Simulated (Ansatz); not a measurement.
# PtSe2 (Sudovikovite) (P-3m1) in Ansatz: notebook

Aim: see how the results for PtSe2 (Sudovikovite) move with the level of theory and the settings. Levels: PBEsol+U, BLYP, SVWN5. Tasks: relaxation of cell and atoms.

Program: Ansatz 0.2.0. These are calculated values, not measurements. Logs are shortened: lines on timing, memory, paths and dates and some standing lists are left out, and cuts for length are marked.

### 1 The structure

The structure is trigonal, space group P-3m1 (No. 164). The conventional cell has a = 3.724 Å, b = 3.724 Å, c = 5.062 Å, α = 90.00°, β = 90.00°, γ = 120.00°. Pt (site symmetry -3m) is surrounded by 6 Se at 2.49 Å. Se (site symmetry 3m) is surrounded by 3 Pt at 2.49 Å.

### 2 Relaxation of cell and atoms, PBEsol+U

File input.yaml:

```yaml
crystal:
  lattice:
    - [3.724, 0.0, 0.0]
    - [-1.862, 3.2250786037, 0.0]
    - [0.0, 0.0, 5.062]
  atoms:
    - { symbol: Pt, position: [0.0, 0.0, 0.0] }
    - { symbol: Se, position: [0.6666666667, 0.3333333333, 0.75] }
    - { symbol: Se, position: [0.3333333333, 0.6666666667, 0.25] }
hamiltonian:
  xc: pbesol
  pseudopotentials: { kind: paw }
  hubbard: { sites: [{ species: Pt, l: d, u_eff: 8.0 }] }
kpoints:
  mp_grid: { grid: [8, 8, 5] }
scf:
  occupations: { method: fermi_dirac, width: 0.05 }
output:
  forces: true
  stress: true
relax:
  f_tol: 0.01
  max_steps: 40
  cell: { stress_tol: 0.05 }
```

Potentials or basis: Ansatz PAW.

Command:

```console
> ansatz run input.yaml --threads 2 --pin off --max-ram 5120MiB --backend cpu --events-out ev --progress --plain --runs-dir out
```

Log:

```text
Warning: RAYON_NUM_THREADS=2 ignored (pool sized by the plan → 2); use --threads N
Pt: projections on atomic orbitals take those of the free atom [Kr 4d10 4f14] 5s2 5p6 5d9 6s1, of charge +0.00 (hamiltonian.pseudopotentials.projection_atoms); the dataset's partial waves leave at most 9.1e-5 of an orbital's norm unspanned inside its sphere
Se: projections on atomic orbitals take those of the free atom [Ar] 3d10 4s2 4p4, of charge +0.00 (hamiltonian.pseudopotentials.projection_atoms); the dataset's partial waves leave at most 2.3e-6 of an orbital's norm unspanned inside its sphere
Engine: ansatz 0.2.0, x86_64-unknown-linux-gnu
Pseudopotentials: kind: paw
Pseudopotential: Pt, paw, valence charge 18, recommended cutoff 420 eV (normal), Pt.paw.azcp
Pseudopotential: Se, paw, valence charge 16, recommended cutoff 420 eV (normal), Se.paw.azcp
Functional definition: PBEsol
  exchange = pbesol_x
  correlation = pbesol_c
Crystal: 3 atoms, lattice volume = 60.796 Å³
Basis set: ecut = 420 eV, 1205 PW (Γ), exchange–correlation on 50×50×72 points (8 copies of the dense FFT grid, shifted against one another)
Bands: 30, of which v1, the nominal top of the filled ones, is band 25 counted from 1 (24 counted from 0)
Symmetry: 12 space group operations
Space group: P-3m1 (ITA 164), of the structure as read, at distance tolerance 3.9e-5 Å
k-points: 40 of 320
Non-local potential: Pt, projectors of the file, l = 0: 3, l = 1: 2, l = 2: 2, l = 3: 1
Non-local potential: Se, projectors of the file, l = 0: 2, l = 1: 2, l = 2: 3, l = 3: 1
PAW form: soft (Blöchl's): semilocal exchange-correlation on the pseudo side does not see the compensation charge
PAW frozen core: Pt, regenerated for the run's functional, and the local potential with it (the file was generated under x = pbe(κ = 0.804, μ = 0.2195149727645171), c = pbe(β = 0.06672455060314922))
PAW frozen core: Se, regenerated for the run's functional, and the local potential with it (the file was generated under x = pbe(κ = 0.804, μ = 0.2195149727645171), c = pbe(β = 0.06672455060314922))
PAW one-centre angular grid: Pt, 590 points (default); XC on 64 Gauss nodes
PAW one-centre angular grid: Se, 590 points (default); XC on 64 Gauss nodes
Initial density: superposition of atomic densities (chi_scale 0.1, normalization cell, long waves of neutral atoms under a Hubbard term (reshape's long-wave potential 0.01 eV rms, cloud 2.56 Å wide))
Initial wavefunctions: pseudopotential atomic-orbital guess
Functional: x = pbesol(κ = 0.804, μ = 0.12345679012345678), c = pbesol(β = 0.046)
SCF iter   1: F=—  HF=-23230.008864 eV  |F-HF|=—  |Δ(HF+E_count)|=         —  Δρ=4.12e-2  dr2=1.76e0  ethr=3.10e-3  ⟨swp⟩=5.9  Hψ=4538  notcnv=0
preconditioner: auto → LDOS  [insulator: Δε(μ)=0.140 eV  Ē_g=11.142 eV  σ=0.050 eV  W_gap=0.59  n_scr=22 (ndim 8)  ℏωp=22.3 eV  f_vac=0.017  D(μ)=0.67/eV (n_scr^D=2)  ε∞_Penn≈5.0  β→1.0]
SCF iter   2: F=—  HF=-23230.336187 eV  |F-HF|=—  |Δ(HF+E_count)|=   3.27e-1  Δρ=4.71e-2  dr2=2.39e0  ethr=3.10e-3  ⟨swp⟩=3.0  Hψ=2183  notcnv=0  defer=6
preconditioner: auto → Resta (q_TF=auto, 2.641 Å⁻¹)  ε∞=5.3  [insulator: Δε(μ)=0.176 eV  Ē_g=10.828 eV  σ=0.050 eV  W_gap=0.69  n_scr=22 (ndim 8)  ℏωp=22.3 eV  f_vac=0.029  D(μ)=0.39/eV (n_scr^D=0)  ε∞_Penn≈5.3  β→0.5]
SCF iter   3: F=—  HF=-23229.903848 eV  |F-HF|=—  |Δ(HF+E_count)|=   4.32e-1  Δρ=1.18e-2  dr2=3.79e-2  ethr=3.10e-3  ⟨swp⟩=2.3  Hψ=1999  notcnv=0  defer=5
SCF iter   4: F=—  HF=-23229.933826 eV  |F-HF|=—  |Δ(HF+E_count)|=   3.00e-2  Δρ=2.60e-3  dr2=4.29e-3  ethr=7.58e-5  ⟨swp⟩=2.0  Hψ=2053  notcnv=0  defer=6
SCF iter   5: F=—  HF=-23229.933376 eV  |F-HF|=—  |Δ(HF+E_count)|=   4.50e-4  Δρ=5.82e-4  dr2=1.52e-4  ethr=8.59e-6  ⟨swp⟩=2.2  Hψ=2135  notcnv=0  defer=6
SCF iter   6: F=—  HF=-23229.933341 eV  |F-HF|=—  |Δ(HF+E_count)|=   3.42e-5  Δρ=2.22e-4  dr2=3.71e-5  ethr=3.05e-7  ⟨swp⟩=2.0  Hψ=2035  notcnv=0  defer=6
SCF iter   7: F=—  HF=-23229.933348 eV  |F-HF|=—  |Δ(HF+E_count)|=   6.43e-6  Δρ=7.61e-5  dr2=4.82e-6  ethr=7.42e-8  ⟨swp⟩=2.0  Hψ=1418  notcnv=0  defer=6
SCF iter   8: F=—  HF=-23229.933349 eV  |F-HF|=—  |Δ(HF+E_count)|=   1.67e-6  Δρ=1.60e-5  dr2=1.52e-7  ethr=9.63e-9  ⟨swp⟩=2.0  Hψ=1559  notcnv=0  defer=6
SCF iter   9: F=-23229.933350 eV  HF=-23229.933350 eV  |F-HF|=7.60e-10  |Δ(HF+E_count)|=   8.63e-8  Δρ=2.88e-6  dr2=5.58e-9  ethr=2.00e-10  ⟨swp⟩=4.0  Hψ=3921  notcnv=0
SCF 1 converged in 9 iterations: F = -23229.933350 eV  dr2 = 5.58e-9
relax step   1: F+E_penalty+E_count = -23229.93334953 eV  Δ(F+E_penalty+E_count) = +0.000e0 eV  max|allowed force component| = 5.638e-1 eV/Å  Δτ_max = 0.0000 Å  P = +2.954 GPa  Ω = 60.796 Å³  (9 SCF iters, dr2 threshold 1.00e-7 eV, accepted)
Crystal: 3 atoms, lattice volume = 58.257 Å³
Basis set: ecut = 420 eV, 1145 PW (Γ), exchange–correlation on 50×50×72 points (8 copies of the dense FFT grid, shifted against one another)
Initial density: handed on by an earlier stage of this run
Initial wavefunctions: those handed on with the density
iter 1 solved again at ethr=1.75e-4 eV; its pass at ethr=3.10e-3 eV (dr2=8.77e-2 eV) is discarded
SCF iter   1: F=—  HF=-23230.017574 eV  |F-HF|=—  |Δ(HF+E_count)|=         —  Δρ=1.09e-2  dr2=8.72e-2  ethr=1.75e-4  ⟨swp⟩=1.1  Hψ=6366  notcnv=0
preconditioner: auto → LDOS  [metal: Δε(μ)=0.042 eV  Ē_g=10.961 eV  σ=0.050 eV  W_gap=0.20  n_scr=22 (ndim 8)  ℏωp=22.8 eV  f_vac=0.012  D(μ)=1.25/eV (n_scr^D=8)  β→1.0]
SCF iter   2: F=—  HF=-23230.001115 eV  |F-HF|=—  |Δ(HF+E_count)|=   1.65e-2  Δρ=3.21e-3  dr2=4.06e-3  ethr=1.74e-4  ⟨swp⟩=3.9  Hψ=2506  notcnv=0
[... 40 lines left out ...]
iter 1 solved again at ethr=7.46e-8 eV; its pass at ethr=3.10e-3 eV (dr2=3.73e-5 eV) is discarded
SCF iter   1: F=—  HF=-23230.018439 eV  |F-HF|=—  |Δ(HF+E_count)|=         —  Δρ=2.01e-4  dr2=3.22e-5  ethr=7.46e-8  ⟨swp⟩=2.7  Hψ=5861  notcnv=0
preconditioner: auto → LDOS  [metal: Δε(μ)=0.107 eV  Ē_g=10.989 eV  σ=0.050 eV  W_gap=0.49  n_scr=20 (ndim 8)  ℏωp=22.9 eV  f_vac=0.011  D(μ)=0.91/eV (n_scr^D=2)  β→1.0]
SCF iter   2: F=—  HF=-23230.018438 eV  |F-HF|=—  |Δ(HF+E_count)|=   1.21e-6  Δρ=7.68e-5  dr2=3.97e-6  ethr=6.45e-8  ⟨swp⟩=2.1  Hψ=1617  notcnv=0
SCF iter   3: F=—  HF=-23230.018430 eV  |F-HF|=—  |Δ(HF+E_count)|=   7.42e-6  Δρ=2.05e-5  dr2=1.99e-7  ethr=7.93e-9  ⟨swp⟩=2.0  Hψ=2081  notcnv=0
SCF iter   4: F=—  HF=-23230.018430 eV  |F-HF|=—  |Δ(HF+E_count)|=   2.12e-8  Δρ=5.74e-6  dr2=8.64e-9  ethr=2.73e-11  ⟨swp⟩=4.5  Hψ=6424  notcnv=0
SCF iter   5: F=-23230.018430 eV  HF=-23230.018430 eV  |F-HF|=1.09e-9  |Δ(HF+E_count)|=   6.80e-9  Δρ=2.62e-6  dr2=1.98e-9  ethr=1.73e-11  ⟨swp⟩=5.0  Hψ=5136  notcnv=0
SCF 6 converged in 5 iterations: F = -23230.018430 eV  dr2 = 1.98e-9
relax step   6: F+E_penalty+E_count = -23230.01843040 eV  Δ(F+E_penalty+E_count) = -5.924e-5 eV  max|allowed force component| = 4.294e-5 eV/Å  Δτ_max = 0.0027 Å  P = -0.002 GPa  Ω = 57.986 Å³  energy of the carried Pulay correction = +5.691e-4 eV  (5 SCF iters, dr2 threshold 1.36e-8 eV, accepted)
Basis set: ecut = 420 eV, 1143 PW (Γ), exchange–correlation on 54×54×64 points (8 copies of the dense FFT grid, shifted against one another)
Initial wavefunctions: pseudopotential atomic-orbital guess (no wavefunctions were taken with the density)
iter 1 solved again at ethr=6.05e-8 eV; its pass at ethr=3.10e-3 eV (dr2=3.02e-5 eV) is discarded
SCF iter   1: F=—  HF=-23230.017523 eV  |F-HF|=—  |Δ(HF+E_count)|=         —  Δρ=4.51e-4  dr2=3.44e-6  ethr=6.05e-8  ⟨swp⟩=3.0  Hψ=7634  notcnv=0
preconditioner: auto → LDOS  [metal: Δε(μ)=0.108 eV  Ē_g=10.989 eV  σ=0.050 eV  W_gap=0.49  n_scr=20 (ndim 8)  ℏωp=22.9 eV  f_vac=0.011  D(μ)=0.91/eV (n_scr^D=2)  β→1.0]
SCF iter   2: F=—  HF=-23230.017931 eV  |F-HF|=—  |Δ(HF+E_count)|=   4.09e-4  Δρ=1.76e-5  dr2=1.22e-7  ethr=6.89e-9  ⟨swp⟩=2.0  Hψ=2198  notcnv=0
SCF iter   3: F=—  HF=-23230.017931 eV  |F-HF|=—  |Δ(HF+E_count)|=   7.53e-8  Δρ=5.55e-6  dr2=9.16e-9  ethr=2.44e-10  ⟨swp⟩=2.0  Hψ=2162  notcnv=0
SCF iter   4: F=—  HF=-23230.017931 eV  |F-HF|=—  |Δ(HF+E_count)|=   2.68e-8  Δρ=2.78e-6  dr2=4.06e-9  ethr=1.83e-11  ⟨swp⟩=2.0  Hψ=2041  notcnv=0
SCF iter   5: F=—  HF=-23230.017931 eV  |F-HF|=—  |Δ(HF+E_count)|=  1.60e-10  Δρ=8.38e-7  dr2=3.76e-10  ethr=8.11e-12  ⟨swp⟩=2.0  Hψ=2159  notcnv=0
SCF iter   6: F=-23230.017931 eV  HF=-23230.017931 eV  |F-HF|=7.28e-12  |Δ(HF+E_count)|=  1.09e-10  Δρ=2.24e-7  dr2=2.34e-11  ethr=1.00e-12  ⟨swp⟩=4.0  Hψ=6317  notcnv=0
SCF 7 converged in 6 iterations: F = -23230.017931 eV  dr2 = 2.34e-11
relax step   7: F+E_penalty+E_count = -23230.01793138 eV  Δ(F+E_penalty+E_count) = +4.990e-4 eV  max|allowed force component| = 8.070e-5 eV/Å  Δτ_max = 0.0000 Å  P = -0.004 GPa  Ω = 57.986 Å³  stress off target by 1.23e-2 GPa  SCF on the basis re-selected at this cell (its energy is not comparable with the rows above)  (6 SCF iters)
basis re-selected at this cell: Δ(F+E_penalty+E_count) = +4.990e-4 eV, ΔP = -0.002 GPa vs the last step (what re-selecting the basis moved, of the pressure what is left beyond the Pulay correction that the steps carried, after the strain that the cell walked since its last selection, with what the two solves' SCF thresholds leave and, on support functions, any second-order correction that the steps lacked; it is no measure of the basis error at this ecutwfc). The dense FFT grid was sized anew with the basis: this SCF ran on 27×27×32 points, the steps before it on 25×25×36, so part of this shift can come from that change (see relax.cell in the input reference). This SCF's stress stands 1.23e-2 GPa from its target on what of the cell is left free (relax.cell.stress_tol is 5.00e-2 GPa) and its largest allowed force component is 8.07e-5 eV/Å (relax.f_tol is 1.00e-2 eV/Å): within both
SCF converged after 6 iterations
Free energy (F): -23230.017931 eV
Harris-Foulkes:  -23230.017931 eV  (|F-HF|=7.28e-12)
Internal energy: -23230.010272 eV  (E = F + TS)
E sigma→0 (E₀):  -23230.014102 eV
Entropy (-TS):   -0.007659 eV (-2.553 meV/atom)
Fermi energy:    13.538905 eV
--- Per-component energies (eV) ---
  E_band       = -942.967412
  E_kinetic    = 878.077868
  E_local      = -6323.755357  (includes V_loc(G=0)·N_el)
  E_nonlocal   = -977.334711
  E_hartree    = 2935.472283
  E_xc         = -467.366940
  E_vxc        = -499.168141  (∫ρ·V_xc dr)
  E_hubbard    = 3.105026  (on-site DFT+U / exact-exchange correction)
  E_vhub       = -29.907235  (the Hubbard potential's part of the band-sum identity)
  E_paw        = -13055.734986  (= ΣΔE_a)
  E_vpaw       = 138.176225  (= ΣTr[D̂ρ^β])
  E_aug_tail   = -0.001020  (compensation charges beyond the density's cutoff)
  E_ewald      = -6224.776316
  E_core_change = 2.303882  (= ΣΔE_core)
  E_smearing   = -0.007659  (= −TS)
  E_closure    = 0.000000  (closes the sum)
  Σ components = -23230.017931   (vs F -23230.017931, Δ=0.00e0)
--- Forces (eV/Å), atoms counted from 1 ---
  atom   1  Pt     0.00000000     0.00000000     0.00000000
  atom   2  Se     0.00000000     0.00000000    -0.00008070
  atom   3  Se    -0.00000000    -0.00000000     0.00008070
  max |Σ_I F_I| component: 4.63e-18 eV/Å
--- Stress (GPa, compression-positive) ---
        0.000644      -0.000000      -0.000000
       -0.000000       0.000644      -0.000000
       -0.000000      -0.000000      -0.012343
  P = ⅓ Tr σ = -0.0037 GPa (-0.037 kbar)
Occupation matrices written to <dir>
--- Relaxed structure (6 steps of the walk, 6 accepted, 1 SCFs on fresh bases) ---
  F+E_penalty+E_count = -23230.01793138 eV   max|allowed force component| = 8.070e-5 eV/Å   (the final SCF, on the basis selected at the relaxed cell)
  cell:  # Å, volume = 57.9860 Å³
    - [3.7833832269665186, 4.6208136711398075e-33, -4.864014390673482e-34]
    - [-1.8916916134832593, 3.276505986804952, -2.2714161425961283e-32]
    - [3.3058056989209724e-33, -4.5620118645109416e-32, 4.6776946566781055]
  atoms:
    - { symbol: Pt, position: [6.110914433264942e-35, 7.319516586413995e-35, -2.8557939483353295e-20] }
    - { symbol: Se, position: [0.6666666666666666, 0.3333333333333333, 0.7267833366591313] }
    - { symbol: Se, position: [0.3333333333333333, 0.6666666666666666, 0.27321666334086864] }
```

Run time: 5.7 s. Hardware: 2 threads of AMD EPYC 9R45 (Zen 5), shared host; peak memory 0.5 GiB.

Results:

```yaml
Free_energy: -23230.0179 eV
Relaxed_volume: 19.33 Å³/atom
Relaxed_cell: a = 3.783 Å, b = 3.783 Å, c = 4.678 Å, α = 90.00°, β = 90.00°, γ = 120.00°
Space_group_after_relaxing_to_0.05_Å: P-3m1 (No. 164)
Energy_gained_by_relaxing: 28.2 meV/atom
Ionic_steps: 7
Pressure_after_relaxing: 0.0 GPa
```

Step by step:
| step | energy change (eV) | largest force (eV/Å) | volume (Å³) |
| --- | --- | --- | --- |
| 1 | 0.0000 | 0.5638 | 60.80 |
| 2 | -0.0665 | 0.2514 | 58.26 |
| 3 | -0.0835 | 0.1046 | 58.28 |
| 4 | -0.0850 | 0.0112 | 57.89 |
| 5 | -0.0850 | 0.0148 | 58.06 |
| 6 | -0.0851 | 0.0000 | 57.99 |
| 7 | -0.0846 | 0.0001 | 57.99 |

Final structure:
```cif
data_structure
_symmetry_space_group_name_H-M 'P 1'
_symmetry_Int_Tables_number 1
_cell_length_a 3.7834
_cell_length_b 3.7834
_cell_length_c 4.6777
_cell_angle_alpha 90.000
_cell_angle_beta 90.000
_cell_angle_gamma 120.000
_cell_volume 57.99
loop_
_atom_site_label
_atom_site_type_symbol
_atom_site_fract_x
_atom_site_fract_y
_atom_site_fract_z
_atom_site_occupancy
Pt1 Pt 0.00000 0.00000 0.00000 1
Se1 Se 0.66667 0.33333 0.72678 1
Se2 Se 0.33333 0.66667 0.27322 1
```

Eigenvalues of the final occupation matrices:
| site | spin | trace | eigenvalues |
| --- | --- | --- | --- |
| site 1 | 1 | 4.51 | 0.78 0.78 0.98 0.98 0.98 |

Caveat: the plane-wave basis is chosen anew once the cell has moved, so the energies of steps on either side of that aren't comparable; the PAW data sets come from PBE, with cores solved anew for the run's functional, which leaves a small shift of forces and pressure. The run has no spin-orbit coupling, so splittings on Pt are missing.

[end of part 1 of 2]
